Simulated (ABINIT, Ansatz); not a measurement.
## KF (Carobbiite): zone-centre phonons

Wanted: the vibrations of KF (Carobbiite) at Γ, by two programs.

Calculated with ABINIT 10.8.3; DFT LDA, scalar-relativistic, plane waves, PseudoDojo norm-conserving pseudopotentials.

Report form: the programs' logs are mostly left out.

## 1. The starting structure

Symmetry: Fm-3m, No. 225, cubic system. The conventional cell has a = 5.159 Å, b = 5.159 Å, c = 5.159 Å, α = 90.00°, β = 90.00°, γ = 90.00°. K has 6 F at 2.58 Å nearest. Nearest to F lie 6 K at 2.58 Å. Farther neighbours and most contacts between anions are not listed.

## 2. Relaxation

The harmonic expansion needs vanishing forces, and a free crystal bears no stress, so cell and atoms are brought to rest. Stress is more sensitive to the basis than forces are: the last 3 Ha under the cutoff are smoothed with ecutsm, and the cutoff is raised above that of the later runs.

The starting cell comes from a relaxation made beforehand in Ansatz (LDA, PseudoDojo NC).

File relax.abi:

```
# relaxation
ionmov 2
optcell 2
dilatmx 1.08
ntime 40
tolmxf 1.0d-05
tolvrs 1.0d-14
prtwf 0
prtden 0
chksymtnons 0

# basis, mesh and filling
ecut 42.0
ecutsm 3.0
ngkpt 8 8 8
nshiftk 1
shiftk 0.0 0.0 0.0
istwfk *1
occopt 1
nband 8
nstep 100
diemac 9.0
prtebands 0
prtgsr 0
useylm 1

# cell and atoms
acell 3*1.0 Angstrom
rprim 
    0.0 2.579452068 2.579452068
    2.579452068 0.0 2.579452068
    2.579452068 2.579452068 0.0
ntypat 2
znucl 19 9
natom 2
typat 1 2
xred 
    0.0 0.0 0.0
    0.5 0.5 0.5
pp_dirpath "./pseudo"
pseudos "K.upf, F.upf"
```

The run is started by

```sh
$ OMP_NUM_THREADS=1 mpirun -n 2 abinit relax.abi > relax.log
```

The job ended after 51 s (2 MPI ranks of Intel Xeon at 2.70GHz, shared host; 1.7 min of CPU time).

Little changed from the start: no atom moved by 0.005 Å and no cell edge by 0.1 %.

This step gave:

- volume per atom: 17.16 Å³
- pressure: 6.24e-6 GPa

## 3. Self-consistent run for the response

First-order wavefunctions inherit every error of the ground state, hence the very tight tolvrs. The mesh is shifted off Γ, since shifted meshes converge sums over the zone faster.

File gs.abi:

```
# ground state
tolvrs 1.0d-16
prtden 1
prtwf 1

# basis, mesh and filling
ecut 34.0
ngkpt 6 6 6
nshiftk 4
shiftk 
    0.5 0.5 0.5
    0.5 0.0 0.0
    0.0 0.5 0.0
    0.0 0.0 0.5
istwfk *1
occopt 1
nband 8
nstep 100
diemac 9.0
prtebands 0
prtgsr 0
useylm 1

# cell and atoms
acell 3*1.0 Angstrom
rprim 
    0.0 2.579140396 2.579140396
    2.579140396 0.0 2.579140396
    2.579140396 2.579140396 0.0
ntypat 2
znucl 19 9
natom 2
typat 1 2
xred 
    0.0 0.0 0.0
    0.5 0.5 0.5
pp_dirpath "./pseudo"
pseudos "K.upf, F.upf"
```

The run is started by

```sh
$ OMP_NUM_THREADS=1 mpirun -n 2 abinit gs.abi > gs.log
```

Elapsed: 16 s, on 2 MPI ranks; 32 s of CPU time.

Read from the output:

```
pressure : -1.840 GPa
```

The cell stands at -1.8 GPa: the relaxation ran with a smoothed and higher cutoff and on another k mesh.

## 4. Empty bands

Empty bands on the ground state's density check that the gap assumed so far is there in this cell.

File gap.abi:

```
# empty bands on the ground state's density
iscf -2
getden_filepath "gso_DEN"
tolwfr 1.0d-12
nbdbuf 2
prtwf 0

# basis, mesh and filling
ecut 34.0
ngkpt 8 8 8
nshiftk 1
shiftk 0.0 0.0 0.0
istwfk *1
occopt 1
nband 12
nstep 100
diemac 9.0
prtebands 0
prtgsr 0
useylm 1

# cell and atoms
acell 3*1.0 Angstrom
rprim 
    0.0 2.579140396 2.579140396
    2.579140396 0.0 2.579140396
    2.579140396 2.579140396 0.0
ntypat 2
znucl 19 9
natom 2
typat 1 2
xred 
    0.0 0.0 0.0
    0.5 0.5 0.5
pp_dirpath "./pseudo"
pseudos "K.upf, F.upf"
```

The run is started by

```sh
$ OMP_NUM_THREADS=1 mpirun -n 2 abinit gap.abi > gap.log
```

The job ended after 13 s (2 MPI ranks).

This step gave:

```yaml
gap_on_the_k_mesh: 6.395 eV
```

In this cell the gap on the mesh is 6.4 eV, direct, so fixed occupations hold.

## 5. Zone-centre response

The derivative of the wavefunctions by k comes first, since the response to a field is built on it; then the field and the displacements that symmetry doesn't supply are solved at q = 0.

It reads the wavefunctions written in step 3.

File dfpt_gamma.abi:

```
ndtset 2

# common to the responses
getwfk_filepath "gso_WFK"
kptopt 2
nqpt 1
qpt 0.0 0.0 0.0
asr 0
chneut 0

# d/dk
rfelfd1 2
rfdir1 1 1 1
iscf1 -3
tolwfr1 1.0d-20

# displacements, field
rfphon2 1
rfatpol2 1 2
rfdir2 1 1 1
rfelfd2 3
getddk2 1
tolvrs2 1.0d-10
prtwf2 0

# basis, mesh and filling
ecut 34.0
ngkpt 6 6 6
nshiftk 4
shiftk 
    0.5 0.5 0.5
    0.5 0.0 0.0
    0.0 0.5 0.0
    0.0 0.0 0.5
istwfk *1
occopt 1
nband 8
nstep 100
diemac 9.0
prtebands 0
prtgsr 0
useylm 1

# cell and atoms
acell 3*1.0 Angstrom
rprim 
    0.0 2.579140396 2.579140396
    2.579140396 0.0 2.579140396
    2.579140396 2.579140396 0.0
ntypat 2
znucl 19 9
natom 2
typat 1 2
xred 
    0.0 0.0 0.0
    0.5 0.5 0.5
pp_dirpath "./pseudo"
pseudos "K.upf, F.upf"
```

The run is started by

```sh
$ OMP_NUM_THREADS=1 mpirun -n 2 abinit dfpt_gamma.abi > dfpt_gamma.log
```

Wall time 13 min (2 MPI ranks).

This step gave:

```yaml
miss_of_the_charge_sum_rule: 8.13e-4 e
largest_acoustic_frequency_at_the_zone_centre_before_the_sum_rule: 2.27 cm⁻¹
highest_optical_zone_centre_mode_no_lo_to_term: 210.9 cm⁻¹
lowest_optical_zone_centre_mode: 210.9 cm⁻¹
mean_high_frequency_dielectric_constant: 2.095
largest_born_charge_in_size_third_of_the_trace: 1.151 e
```

Born charge (rows field, columns displacement), before the sum rule (e), principal values of the symmetric part by kind of site:

```tsv
atom	atoms with these values	low	middle	high	mean
K1	1	1.15	1.15	1.15	1.15
F2	1	-1.15	-1.15	-1.15	-1.15
```

In full for F2:

```
-1.15  0.00  0.00
 0.00 -1.15  0.00
 0.00  0.00 -1.15
```

High-frequency dielectric tensor:

```
2.10 0.00 0.00
0.00 2.10 0.00
0.00 0.00 2.10
```

The acoustic modes at Γ come out as far as 2.3 cm⁻¹ from zero, where they should vanish, a small numerical error; the Born charges miss their sum rule by 8.1e-4 e, which is good.

## 6. Modes with the sum rule

anaddb reads the merged derivatives, imposes the acoustic sum rule and charge neutrality, and adds the LO-TO term along chosen directions.

File anaddb.abi:

```
ddb_filepath "gamma_DDB"
output_file "anaddb.abo"
outdata_prefix "anaddb"
asr 1
chneut 1
enunit 2
eivec 1
nph1l 1
qph1l 0.0 0.0 0.0 1.0
dieflag 1
nph2l 3
qph2l 
    1.0 0.0 0.0 0.0
    0.0 0.0 1.0 0.0
    1.0 1.0 1.0 0.0
```

File mrgddb.in:

```
gamma_DDB
merged
2
dfpt_gammao_DS2_DDB
gso_DDB
```

The run is started by

```sh
$ mrgddb < mrgddb.in > mrgddb.log
$ OMP_NUM_THREADS=1 anaddb anaddb.abi > anaddb.log
```

It took 0.76 s on 1 thread.

Numbers from this step:

| Quantity | Value |
| --- | --- |
| mean static dielectric constant | 5.433 |
| highest mode moved by the LO-TO term | 339.6 cm⁻¹ |

No LO-TO term; unit eigenvectors of the mass-weighted matrix, from anaddb's displacements. Modes at Γ, with each element's share of the kinetic energy:

```tsv
mode	frequency (cm⁻¹)	symmetry	K %	F %
1	0.0	acoustic	67	33
2	0.0	acoustic	67	33
3	0.0	acoustic	67	33
4	210.9	T1u	33	67
5	210.9	T1u	33	67
6	210.9	T1u	33	67
```

Displacements in mode 4 (210.9 cm⁻¹), the largest set to 1:
```
K1   0.00  0.00  0.49
F2   0.00  0.00 -1.00
```

Trace of the oscillator strength, degenerate modes summed. Infrared lines, with heights relative to the strongest:

```tsv
position (cm⁻¹)	lines merged	IR intensity, relative
211	3	100
```

Static dielectric tensor (ions relaxed, fixed cell):

```
5.43 0.00 0.00
0.00 5.43 0.00
0.00 0.00 5.43
```

The rule moves no optical mode by more than 0.1 cm⁻¹.

## 7. The same in Ansatz

The same cell, potentials and cutoff go through another code, on another k mesh. Its k mesh is centred on Γ.

This step: DFT LDA, scalar-relativistic, plane waves, PseudoDojo norm-conserving pseudopotentials (Ansatz 0.2.0).

File input.yaml:

```yaml
crystal:
  lattice:
    - [0.0, 2.5791403957, 2.5791403957]
    - [2.5791403957, 0.0, 2.5791403957]
    - [2.5791403957, 2.5791403957, 0.0]
  atoms:
    - { symbol: K, position: [0.0, 0.0, 0.0] }
    - { symbol: F, position: [0.5, 0.5, 0.5] }
kpoints:
  mp_grid: { grid: [8, 8, 8] }
hamiltonian:
  xc: lda
  pseudopotentials: { kind: nc, accuracy: standard }
scf:
  occupations: { method: fixed }
output:
  eigenvalues: true
basis:
  ecutwfc: 925.187
phonons:
  method: dfpt
  dielectric: true
  rigid_motions: translations
```

The run is started by

```sh
$ ansatz run input.yaml --threads 2 --pin off --max-ram 4096MiB --backend cpu --events-out ev --progress --plain --runs-dir out
```

Run time: 14 s. Hardware: 2 threads; peak memory 0.53 GiB; 27 s of CPU time.

Read from the output:

| Quantity | Value |
| --- | --- |
| sum-rule residual before enforcement | 5.71e-4 eV/Å² |
| miss of the charge sum rule | 2.64e-5 e |
| mean static dielectric constant | 5.436 |
| highest mode moved by the LO-TO term | 339.7 cm⁻¹ |

Transverse modes. Lines of the infrared spectrum (strongest = 100):

```tsv
position (cm⁻¹)	label	IR intensity ((D/Å)²/amu), degenerate modes summed, relative
211	T1u	100
```

## 8. The two compared: ABINIT PseudoDojo and Ansatz, PseudoDojo

Worked out from the results:

```
root-mean-square difference : 0.01 cm⁻¹
largest difference          : 0.01 cm⁻¹
```

Frequencies side by side, by row:

```tsv
q (reciprocal lattice)	mode	ABINIT PseudoDojo (cm⁻¹)	Ansatz, PseudoDojo (cm⁻¹)
0 0 0	1	0	0
0 0 0	2	0	0
0 0 0	3	0	0
0 0 0	4	210.9	210.9
0 0 0	5	210.9	210.9
0 0 0	6	210.9	210.9
```

The two runs side by side. Further quantities:

```tsv
quantity	ABINIT PseudoDojo	Ansatz, PseudoDojo
mean ε∞	2.095	2.095
largest Born charge in size (e; the first before, the second after the charge sum rule)	1.151	1.151
summed IR intensity ((D/Å)²/amu)	7.165	7.172
```

At the zone centre the largest difference (acoustic modes at Γ apart) is 0.005 % of the highest mode.

## 9. Results

| Quantity | Value |
| --- | --- |
| space group after relaxation | Fm-3m |
| volume per atom | 17.2 Å³ |
| highest optical zone-centre mode (no LO-TO term) | 210.9 cm⁻¹ |
| highest mode moved by the LO-TO term | 339.6 cm⁻¹ |
| mean high-frequency dielectric constant | 2.10 |
| largest Born charge in size (third of the trace) | 1.15 e |
| mean static dielectric constant | 5.43 |
| imaginary optical modes at the zone centre (no q mesh in this session) | none |
| largest difference from Ansatz, PseudoDojo | 0.01 cm⁻¹ |

**Reading.** At the LDA level the optical modes of KF (Carobbiite) at the zone centre (no LO-TO term) lie at 211 cm⁻¹. The base run prints -1.8 GPa, mostly the error of a finite basis; the relaxation, with a smoothed and higher cutoff, had brought the cell to rest. An error of this size shows a cutoff that is short for these files. Along the directions run, the highest mode that the macroscopic field moves lies at 340 cm⁻¹. Lattice motion raises the mean dielectric constant from 2.095 to 5.433. The Born charge of K is 1.151 e against a formal charge of +1, somewhat above it. The Lyddane-Sachs-Teller relation holds: (ωLO/ωTO)² is 2.59 and ε₀/ε∞ is 2.59. ABINIT PseudoDojo and Ansatz, PseudoDojo agree to 0.01 cm⁻¹ (0.005 % of the highest mode compared) on all solved modes but the acoustic ones at Γ, without the LO-TO term. These are harmonic frequencies at zero temperature: anharmonic shifts and linewidths and thermal expansion are left out. Ansatz warns that the cutoff lies 19 % under the one recommended for these files; agreement at one cutoff is not convergence.

[Host names and launcher messages were left out of these logs when they were recorded.]

[Logs are printed without paths, hosts, clocks, repeated set-up lines and the standing remarks that a program may print on its own settings, such as how far it seeks lower states.]

[Hosts, paths, dates, database ids (printed as entryN), source tags and the programs' standing remarks are cut or masked in the printed files.]
